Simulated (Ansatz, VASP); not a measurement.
# SiGe2 in two plane-wave programs

Aim: how closely do two programs agree when they are given the same cell, functional and k mesh? The cell is generated by rule, not measured, and may not be a known phase. The cell is taken from a series of runs on this material, whose earlier steps may have relaxed, scaled, displaced or heated it; both programs get it as it stands.

Program: Ansatz 0.2.0. Level of theory: plane waves, with VASP 6.6.1 beside it; PBEsol. Results are calculated unless marked as measured.

## 1. Set-up

It takes space group Fm-3m (No. 225, cubic). The conventional cell has a = 6.319 Å, b = 6.319 Å, c = 6.319 Å, α = 90.00°, β = 90.00°, γ = 90.00°. Si has 8 Ge at 2.74 Å nearest. Nearest to Ge lie 4 Si at 2.74 Å. Farther neighbours are not listed.

Coordinates:

```cif
data_structure
_symmetry_space_group_name_H-M 'P 1'
_symmetry_Int_Tables_number 1
_cell_length_a 4.4679
_cell_length_b 4.4679
_cell_length_c 4.4679
_cell_angle_alpha 60.000
_cell_angle_beta 60.000
_cell_angle_gamma 60.000
_cell_volume 63.06
loop_
_atom_site_label
_atom_site_type_symbol
_atom_site_fract_x
_atom_site_fract_y
_atom_site_fract_z
_atom_site_occupancy
Si1 Si 0.00000 0.00000 0.00000 1
Ge2 Ge 0.25000 0.25000 0.25000 1
Ge3 Ge 0.75000 0.75000 0.75000 1
```

## 2. Ansatz: single point, PBEsol, pair 1

Ansatz runs on its default PAW (the set named soft_2) files.

A single point takes one fixed geometry, so differences don't come from the geometry; what else differs is listed under the comparison.

Input file input.yaml:

```yaml
crystal:
  lattice:
    - [0.0, 3.15926, 3.15926]
    - [3.15926, 0.0, 3.15926]
    - [3.15926, 3.15926, 0.0]
  atoms:
    - { symbol: Si, position: [0.0, 0.0, 0.0] }
    - { symbol: Ge, position: [0.25, 0.25, 0.25] }
    - { symbol: Ge, position: [0.75, 0.75, 0.75] }
kpoints:
  mp_grid: { grid: [6, 6, 6] }
hamiltonian:
  xc: pbesol
scf:
  occupations: { method: gaussian, width: 0.1 }
output:
  forces: true
  stress: true
  eigenvalues: true
```

Started as:

```
> ansatz run input.yaml --threads 4 --pin off --max-ram 7168MiB --backend cpu --events-out ev --progress --plain --runs-dir out
```

Numbers of over 12 decimals in the logs are rounded to 6 here.

The program printed:

```text
Engine: ansatz 0.2.0, aarch64-unknown-linux-gnu
Pseudopotentials: kind: paw
Pseudopotential: Si, paw, valence charge 4, recommended cutoff 420 eV (normal), Si.paw.azcp
Pseudopotential: Ge, paw, valence charge 14, recommended cutoff 420 eV (normal), Ge.paw.azcp
Functional definition: PBEsol
  exchange = pbesol_x
  correlation = pbesol_c
Crystal: 3 atoms, lattice volume = 63.065 Å³
Basis set: ecut = 420 eV, 1243 PW (Γ), exchange–correlation on 60×60×60 points (8 copies of the dense FFT grid, shifted against one another)
Bands: 20, of which v1, the nominal top of the filled ones, is band 16 counted from 1 (15 counted from 0)
Symmetry: 48 space group operations
Space group: Fm-3m (ITA 225), of the structure as read, at distance tolerance 4.0e-5 Å
k-points: 16 of 216
Non-local potential: Si, projectors of the file, l = 0: 2, l = 1: 2, l = 2: 2
Non-local potential: Ge, projectors of the file, l = 0: 2, l = 1: 2, l = 2: 3, l = 3: 1
PAW form: soft (Blöchl's): semilocal exchange-correlation on the pseudo side does not see the compensation charge
PAW frozen core: Si, regenerated for the run's functional, and the local potential with it (the file was generated under x = pbe(κ = 0.804, μ = 0.219515), c = pbe(β = 0.066725))
PAW frozen core: Ge, regenerated for the run's functional, and the local potential with it (the file was generated under x = pbe(κ = 0.804, μ = 0.219515), c = pbe(β = 0.066725))
PAW one-centre angular grid: Si, 110 points (default); XC on 64 Gauss nodes
PAW one-centre angular grid: Ge, 590 points (default); XC on 64 Gauss nodes
Initial density: superposition of atomic densities (neutral atoms: chi_scale 0, normalization atom), corrected by the library's trained network
Initial wavefunctions: pseudopotential atomic-orbital guess
Functional: x = pbesol(κ = 0.804, μ = 0.123457), c = pbesol(β = 0.046)
SCF iter   1: F=—  HF=-9127.332069 eV  |F-HF|=—  |Δ(HF+E_count)|=         —  Δρ=2.52e-3  dr2=7.42e-3  ethr=1.77e-3  ⟨swp⟩=5.1  Hψ=1463  notcnv=0
preconditioner: auto → LDOS  [metal: Δε(μ)=0.032 eV  Ē_g=19.942 eV  σ=0.100 eV  W_gap=0.18  n_scr=14 (ndim 8)  ℏωp=26.5 eV  f_vac=0.019  D(μ)=2.85/eV (n_scr^D=26)  β→1.0]
SCF iter   2: F=—  HF=-9127.329720 eV  |F-HF|=—  |Δ(HF+E_count)|=   2.35e-3  Δρ=1.20e-3  dr2=1.84e-3  ethr=2.32e-5  ⟨swp⟩=2.4  Hψ=690  notcnv=0
SCF iter   3: F=—  HF=-9127.329462 eV  |F-HF|=—  |Δ(HF+E_count)|=   2.57e-4  Δρ=9.99e-4  dr2=4.44e-4  ethr=5.75e-6  ⟨swp⟩=2.0  Hψ=582  notcnv=0
SCF iter   4: F=—  HF=-9127.328913 eV  |F-HF|=—  |Δ(HF+E_count)|=   5.50e-4  Δρ=1.57e-4  dr2=9.48e-6  ethr=1.39e-6  ⟨swp⟩=2.0  Hψ=582  notcnv=0
SCF iter   5: F=—  HF=-9127.328913 eV  |F-HF|=—  |Δ(HF+E_count)|=   9.63e-8  Δρ=2.56e-5  dr2=5.04e-7  ethr=2.96e-8  ⟨swp⟩=2.0  Hψ=582  notcnv=0
SCF iter   6: F=-9127.328913 eV  HF=-9127.328913 eV  |F-HF|=2.99e-8  |Δ(HF+E_count)|=   2.60e-8  Δρ=5.75e-6  dr2=4.17e-8  ethr=3.13e-10  ⟨swp⟩=5.6  Hψ=1479  notcnv=0
SCF 1 converged in 6 iterations: F = -9127.328913 eV  dr2 = 4.17e-8
  greatest PAW one-centre occupation: 0.998 electrons in one spin orbital (limit 2), on the Ge atom at site 2 (counted from 0), in its partial waves of l = 2
SCF converged after 6 iterations
Free energy (F): -9127.328913 eV
Harris-Foulkes:  -9127.328913 eV  (|F-HF|=2.99e-8)
Internal energy: -9127.314596 eV  (E = F + TS)
E sigma→0 (E₀):  -9127.321754 eV
Entropy (-TS):   -0.014316 eV (-4.772 meV/atom)
Fermi energy:    8.170375 eV
--- Per-component energies (eV) ---
  E_band       = -289.094702
  E_kinetic    = 258.178491
  E_local      = -4923.962779  (includes V_loc(G=0)·N_el)
  E_nonlocal   = 858.487134
  E_hartree    = 2153.680784
  E_xc         = -203.616210
  E_vxc        = -174.645897  (∫ρ·V_xc dr)
  E_paw        = -4448.966785  (= ΣΔE_a)
  E_vpaw       = -614.520293  (= ΣTr[D̂ρ^β])
  E_aug_tail   = 0.000583  (compensation charges beyond the density's cutoff)
  E_ewald      = -2822.983247
  E_core_change = 1.867433  (= ΣΔE_core)
  E_smearing   = -0.014316  (= −TS)
  E_closure    = -0.000000  (closes the sum)
  Σ components = -9127.328913   (vs F -9127.328913, Δ=0.00e0)
--- Forces (eV/Å), atoms counted from 1 ---
  atom   1  Si    -0.00000000     0.00000000    -0.00000000
  atom   2  Ge    -0.00000000    -0.00000000     0.00000000
  atom   3  Ge     0.00000000    -0.00000000     0.00000000
  max |Σ_I F_I| component: 1.85e-17 eV/Å
--- Stress (GPa, compression-positive) ---
       -4.733738      -0.000000      -0.000000
       -0.000000      -4.733738       0.000000
       -0.000000      -0.000000      -4.733738
  P = ⅓ Tr σ = -4.7337 GPa (-47.337 kbar)
--- Band table (eV; the first three rows and the last of 16) ---
  k-point 0: bands = [... 12 lower, 6.6879, 6.8662, 6.8662, 6.8662, 7.3791, 7.3791, 7.3791, 12.2554]
  k-point 1: bands = [... 12 lower, 4.9239, 6.2966, 6.2966, 7.3726, 7.9442, 7.9442, 10.1258, 11.6178]
  k-point 2: bands = [... 12 lower, 4.0831, 5.8589, 5.8589, 7.9454, 7.9454, 8.0882, 11.6399, 12.3611]
  k-point 15: bands = [... 12 lower, 0.2291, 3.4228, 5.7645, 8.6223, 9.0783, 11.8487, 12.5511, 13.9342]
```

The run ends at a pressure of -4.73 GPa.

## 3. VASP: single point, PBEsol, pair 1

The same cell, functional, mesh and smearing now go to VASP, with its own data sets.

Lines of VASP's logs that name or quote its potential files are left out, and so is its time.

Input file INCAR:

```
SYSTEM = SiGe2
PREC = Accurate
ENCUT = 500
EDIFF = 1E-06
NELM = 120
ISMEAR = 0
SIGMA = 0.1
LREAL = .FALSE.
ALGO = Normal
GGA = PS
NBANDS = 22
LORBIT = 11
LWAVE = .FALSE.
LCHARG = .FALSE.
ISIF = 2
LASPH = .TRUE.
GGA_COMPAT = .FALSE.
KPAR = 2
```

Input file POSCAR:

```
SiGe2
1.0
    0.0000000000      3.1592600000      3.1592600000
    3.1592600000      0.0000000000      3.1592600000
    3.1592600000      3.1592600000      0.0000000000
Si Ge
1 2
Direct
    0.0000000000      0.0000000000      0.0000000000
    0.2500000000      0.2500000000      0.2500000000
    0.7500000000      0.7500000000      0.7500000000
```

Input file KPOINTS:

```
Automatic mesh
0
Gamma
6 6 6
0 0 0
```

The projector-augmented-wave data sets are Si and Ge_d (PBE family, release 64).

Started as:

```
> mpirun -np 2 vasp_std
```

The program printed:

```text
[banner, memory and clock lines left out]
running    2 mpi-ranks, on    1 nodes
 distrk:  each k-point on    1 cores,    2 groups
 distr:  one band on    1 cores,    1 groups

 POSCAR found type information on POSCAR SiGe
 POSCAR found :  2 types and       3 ions
|                                                                             |
|               ----> ADVICE to this user running VASP <----                  |
|                                                                             |
|     You enforced a specific xc type in the INCAR file but a different       |
|     [... a line on the potential file left out ...]
|     I HOPE YOU KNOW WHAT YOU ARE DOING!                                     |
|                                                                             |

 LDA part: xc-table for (Slater+PW92), standard interpolation
 POSCAR, INCAR and KPOINTS ok, starting setup
 FFT: planning ... GRIDC
 FFT: planning ... GRID_SOFT
 FFT: planning ... GRID
 WAVECAR not read
 entering main loop
       N       E                     dE             d eps       ncg     rms          rms(c)
DAV:   1     0.220556385124E+03    0.22056E+03   -0.15617E+04   782   0.334E+03
DAV:   2     0.196503120644E+02   -0.20091E+03   -0.19216E+03   704   0.657E+02
DAV:   3    -0.132931527449E+02   -0.32943E+02   -0.32119E+02   866   0.152E+02
DAV:   4    -0.145331371745E+02   -0.12400E+01   -0.12391E+01   782   0.329E+01
DAV:   5    -0.145605672069E+02   -0.27430E-01   -0.27427E-01   870   0.560E+00    0.295E+00
DAV:   6    -0.144845389904E+02    0.76028E-01   -0.71234E-02   950   0.328E+00    0.165E+00
DAV:   7    -0.144623230958E+02    0.22216E-01   -0.32971E-02   976   0.160E+00    0.325E-01
DAV:   8    -0.144603829518E+02    0.19401E-02   -0.46929E-03   892   0.889E-01    0.836E-02
DAV:   9    -0.144604025171E+02   -0.19565E-04   -0.35017E-04   880   0.233E-01    0.638E-02
DAV:  10    -0.144604171993E+02   -0.14682E-04   -0.29573E-05   810   0.390E-02    0.666E-03
DAV:  11    -0.144604170292E+02    0.17005E-06   -0.93342E-06   950   0.425E-02
   1 F= -.14460417E+02 E0= -.14453258E+02  d E =-.143173E-01
```

From OUTCAR (step 3):

```text
ion  position               nearest neighbor table
   1  0.000  0.000  0.000-   2 2.74   3 2.74   3 2.74   3 2.74   3 2.74   2 2.74   2 2.74   2 2.74

  LATTYP: Found a face centered cubic cell.
 ALAT       =     6.3185200000

 Subroutine GETGRP returns: Found 48 space group operations
 (whereof 48 operations were pure point group operations)

The static configuration has the point symmetry O_h .

 Found     16 irreducible k-points:

   k-points           NKPTS =     16   k-points in BZ     NKDIM =     16   number of bands    NBANDS=     22

   dimension x,y,z NGX =    36 NGY =   36 NGZ =   36
   dimension x,y,z NGXF=    72 NGYF=   72 NGZF=   72

   ENCUT  =  500.0 eV  36.75 Ry    6.06 a.u.   8.15  8.15  8.15*2*pi/ulx,y,z

   NELECT =      32.0000    total number of electrons

 k-points in reciprocal lattice and weights: Automatic mesh
   0.00000000  0.00000000  0.00000000       0.005
   0.16666667  0.00000000  0.00000000       0.037
   0.33333333  0.00000000  0.00000000       0.037
   0.50000000  0.00000000  0.00000000       0.019
   0.16666667  0.16666667  0.00000000       0.028
   0.33333333  0.16666667  0.00000000       0.111
   0.50000000  0.16666667  0.00000000       0.111
  -0.33333333  0.16666667  0.00000000       0.111
  -0.16666667  0.16666667  0.00000000       0.056
[...]
-0.33333333  0.33333333  0.16666667       0.111
  -0.33333333  0.50000000  0.16666667       0.056

 average (electrostatic) potential at core
       1 -84.0243       2 -73.4007       3 -73.4007

 E-fermi :   5.4636

 k-point     1 :       0.0000    0.0000    0.0000
  band No.  band energies     occupation
    ...
     15       4.1563      2.00000
     16       4.1563      2.00000
     17       4.6713      2.00000
     18       4.6713      2.00000
     19       4.6713      2.00000
     20       9.5497      0.00000
     21       9.5497      0.00000
     22       9.5497      0.00000

 k-point     2 :       0.1667    0.0000    0.0000
  band No.  band energies     occupation
    ...
     14       3.5872      2.00000
     15       3.5872      2.00000
     16       4.6660      2.00000
     17       5.2356      1.99874
     18       5.2356      1.99874
     19       7.4199      0.00000
     20       8.9140      0.00000
     21       8.9140      0.00000
     22       9.2961      0.00000

 k-point     3 :       0.3333    0.0000    0.0000
  band No.  band energies     occupation
    ...
     14       3.1495      2.00000
     15       3.1495      2.00000
     16       5.2364      1.99869
     17       5.2364      1.99869
     18       5.3808      1.75825
     19       8.9341      0.00000
     20       9.6586      0.00000
     21       9.6586      0.00000
     22      11.5210      0.00000

  Total       -1.8834744     -1.8834744     -1.8834744     -0.0000000      0.0000000      0.0000000
  in kB      -47.8502495    -47.8502495    -47.8502495     -0.0000000      0.0000000      0.0000000
  external PRESSURE =     -47.8502495 kB  Pullay stress =       0.0000000 kB

  energy-cutoff  :      500.00
  volume of cell :       63.06
      direct lattice vectors                 reciprocal lattice vectors
     0.000000000  3.159260000  3.159260000    -0.158264910  0.158264910  0.158264910
     3.159260000  0.000000000  3.159260000     0.158264910 -0.158264910  0.158264910
     3.159260000  3.159260000  0.000000000     0.158264910  0.158264910 -0.158264910

 POSITION                                       TOTAL-FORCE (eV/Angst)
 -----------------------------------------------------------------------------------
      0.00000      0.00000      0.00000        -0.000000      0.000000     -0.000000
      1.57963      1.57963      1.57963        -0.000000     -0.000000      0.000000
      4.73889      4.73889      4.73889         0.000000      0.000000     -0.000000
 -----------------------------------------------------------------------------------
    total drift:                                0.000000      0.000000      0.000000

  FREE ENERGIE OF THE ION-ELECTRON SYSTEM (eV)
  ---------------------------------------------------
  free  energy   TOTEN  =       -14.4604170292 eV

  energy  without entropy=      -14.4460996843  energy(sigma->0) =      -14.45325836

 total charge
# of ion       s       p       d       tot
------------------------------------------
    1        0.824   0.715   0.000   1.539
    2        1.264   0.910  10.014  12.189
    3        1.264   0.910  10.014  12.189
--------------------------------------------------
tot          3.353   2.536  20.028  25.916

[... 3 further parts left out ...]
```

The run ends at a pressure of -4.79 GPa.

## 4. Differences

Known differences besides the potentials themselves: the cutoff is 420 eV in Ansatz and 500 eV in VASP; Ansatz makes its cores anew for this functional, VASP keeps those of its PBE data sets. Total energies have different zeros and are not compared.

Both answers:

```
      quantity  Ansatz   VASP  difference
pressure (GPa)   -4.73  -4.79       +0.05
```

## 5. Ansatz: single point, PBEsol, pair 2

A single point takes one fixed geometry, so differences don't come from the geometry; what else differs is listed under the comparison. This pair takes another cell of the material, with 12 atoms against 3 for the pair before.

The cell is taken from a series of runs on this material, whose earlier steps may have relaxed, scaled, displaced or heated it; both programs get it as it stands.

Input file input.yaml:

```yaml
crystal:
  lattice:
    - [0.0, -3.0597254466, -3.0597254466]
    - [0.0, 3.0597254466, -3.0597254466]
    - [12.2389017864, 0.0, 0.0]
  atoms:
    - { symbol: Si, position: [-0.0065365342, 0.0065365342, 0.0] }
    - { symbol: Si, position: [0.0065365342, -0.0065365342, 0.5] }
    - { symbol: Si, position: [0.5065365342, 0.5065365342, 0.75] }
    - { symbol: Si, position: [0.4934634658, 0.4934634658, 0.25] }
    - { symbol: Ge, position: [0.0039616816, 0.5067377882, 0.875] }
    - { symbol: Ge, position: [-0.0039616816, 0.4932622118, 0.375] }
    - { symbol: Ge, position: [0.5067377882, 0.0039616816, 0.625] }
    - { symbol: Ge, position: [0.4932622118, -0.0039616816, 0.125] }
    - { symbol: Ge, position: [-0.0067377882, 0.5039616816, 0.125] }
    - { symbol: Ge, position: [0.0067377882, 0.4960383184, 0.625] }
    - { symbol: Ge, position: [0.4960383184, 0.0067377882, 0.875] }
    - { symbol: Ge, position: [0.5039616816, -0.0067377882, 0.375] }
kpoints:
  mp_grid: { grid: [8, 8, 4] }
hamiltonian:
  xc: pbesol
scf:
  occupations: { method: methfessel_paxton, width: 0.15 }
output:
  forces: true
  stress: true
  eigenvalues: true
```

Started as:

```
> ansatz run input.yaml --threads 4 --pin off --max-ram 7168MiB --backend cpu --events-out ev --progress --plain --runs-dir out
```

The program printed:

```text
[...]
Crystal: 12 atoms, lattice volume = 229.159 Å³
Basis set: ecut = 420 eV, 4481 PW (Γ), exchange–correlation on 60×60×180 points (8 copies of the dense FFT grid, shifted against one another)
Bands: 77, of which v1, the nominal top of the filled ones, is band 64 counted from 1 (63 counted from 0)
Symmetry: 8 space group operations
[...]
k-point 0: bands = [... 60 lower, 8.2258, 8.4666, 8.4666, 8.4684, 8.5415, 9.5273, 9.5273, 11.3756, ... 9 higher]
  k-point 1: bands = [... 60 lower, 8.2617, 8.3058, 8.9556, 9.0135, 9.0159, 9.4419, 10.1749, 10.3505, ... 9 higher]
  k-point 2: bands = [... 60 lower, 8.5476, 8.5476, 9.1811, 9.1811, 9.7956, 9.7956, 9.7998, 9.7998, ... 9 higher]
  k-point 44: bands = [... 60 lower, 9.2004, 9.2004, 9.2004, 9.2004, 11.4396, 11.4396, 11.4396, 11.4396, ... 9 higher]
[key lines of the parts left out:]
SCF converged after 7 iterations
Free energy (F): -36509.893378 eV
Fermi energy:    9.588464 eV
P = ⅓ Tr σ = -0.3547 GPa (-3.547 kbar)
```

The run ends at a pressure of -0.35 GPa, with forces up to 0.0085 eV/Å.

(Part 1 of 2 ends here.)

[Lines on the potential files, build, host, timing and source positions are cut from VASP's logs without a mark.]

[Logs are printed without paths, hosts, clocks, repeated set-up lines and the standing remarks that a program may print on its own settings, such as how far it seeks lower states.]

[Hosts, paths, dates, database ids (printed as entryN), source tags and the programs' standing remarks are cut or masked in the printed files.]
